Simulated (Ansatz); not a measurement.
**Structures of TlH₃: which is lowest?**

Plane-wave DFT in Ansatz with scalar-relativistic PAW potentials, cutoff 420 eV, Γ-centred meshes chosen by cell and gap, Gaussian smearing with energies taken to zero width. Every cell was relaxed (cell and atoms) in a run of its own, within the symmetry of its start. Functional: PBE.

Relaxed structures (starts from databases or built by putting these elements on another compound's sites):
A. Pm-3n, 8 atoms in the computed cell, a = 4.216 Å; sites (symmetry × multiplicity) Tl m-3. × 2, H -4m.2 × 6; start: built
B. Pm-3m, 4 atoms in the computed cell, a = 3.464 Å; sites (symmetry × multiplicity) Tl m-3m × 1, H 4/mm.m × 3; start: built

Q: Rank them by energy. Could pressure change the order?

A:
| structure | group | E − E(lowest) (meV/atom) | V (Å³/atom) | gap on mesh (eV) |
| --- | --- | --- | --- | --- |
| A | Pm-3n | 0.0 | 9.37 | 0.00 |
| B | Pm-3m | 141 | 10.39 | 0.00 |

A is lowest, 141 meV/atom under B. The lowest is also the densest of these, so pressure wouldn't bring one of the others in at first order. Other structures may lie lower than all of these, and vibrations aren't counted.

Spin-orbit coupling is left out, which matters for the bands of heavy elements. For Tl, Pb and Bi spin-orbit coupling shifts energies too.